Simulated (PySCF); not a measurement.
Runs of PySCF 2.14.0 on PbSe (Clausthalite). The structure is cubic, space group Fm-3m (No. 225). The conventional cell has a = 6.121 Å, b = 6.121 Å, c = 6.121 Å, α = 90.00°, β = 90.00°, γ = 90.00°. Around Pb (site symmetry m-3m) lie 6 Se at 3.06 Å. Se (site symmetry m-3m) has 6 Pb at 3.06 Å as nearest neighbours. 

```csv
task,level,potentials or basis,k mesh,smearing,symmetry,density cutoff,band path,potentials,conv_tol,mesh quality,gap on the mesh (eV)
atomic charges,PBE0,DZVP-MOLOPT-HYB/GTH-HYB (UZH) (potentials made for PBE0),2 × 2 × 2,fixed,-,50 Ha,-,"Pb GTH-HYB-q4, Se GTH-HYB-q6",1e-07 Ha,coarse,1.07
atomic charges,HF,DZVP-MOLOPT-HYB/GTH-HYB (UZH) (potentials made for PBE0),2 × 2 × 2,fixed,-,50 Ha,-,"Pb GTH-HYB-q4, Se GTH-HYB-q6",1e-07 Ha,coarse,4.50
atomic charges,B3LYP,DZVP-MOLOPT-HYB/GTH-HYB (UZH) (potentials made for PBE0),2 × 2 × 2,fixed,-,50 Ha,-,"Pb GTH-HYB-q4, Se GTH-HYB-q6",1e-07 Ha,coarse,(b)
atomic charges,r2SCANh,DZVP-MOLOPT-HYB/GTH-HYB (UZH) (potentials made for PBE0),2 × 2 × 2,fixed,-,50 Ha,-,"Pb GTH-HYB-q4, Se GTH-HYB-q6",1e-07 Ha,coarse,(a)
atomic charges,r2SCAN0,DZVP-MOLOPT-HYB/GTH-HYB (UZH) (potentials made for PBE0),2 × 2 × 2,fixed,-,50 Ha,-,"Pb GTH-HYB-q4, Se GTH-HYB-q6",1e-07 Ha,coarse,1.03
```

Alike in all rows: no spin polarisation; cell as given.

Estimate the missing entries.

(a) 0.78; (b) 1.42.

Caveats: all runs use coarse meshes; on so small a mesh gaps with full-range exact exchange can be off by tenths of an eV to over 1 eV; spin-orbit coupling is left out, which as a rule narrows the gap of such compounds by several tenths of an eV; the basis of atomic orbitals isn't converged, which shifts pressures, moduli and gaps.

A k mesh can miss the band edges, and the runs leave out spin-orbit coupling on Pb, Se.
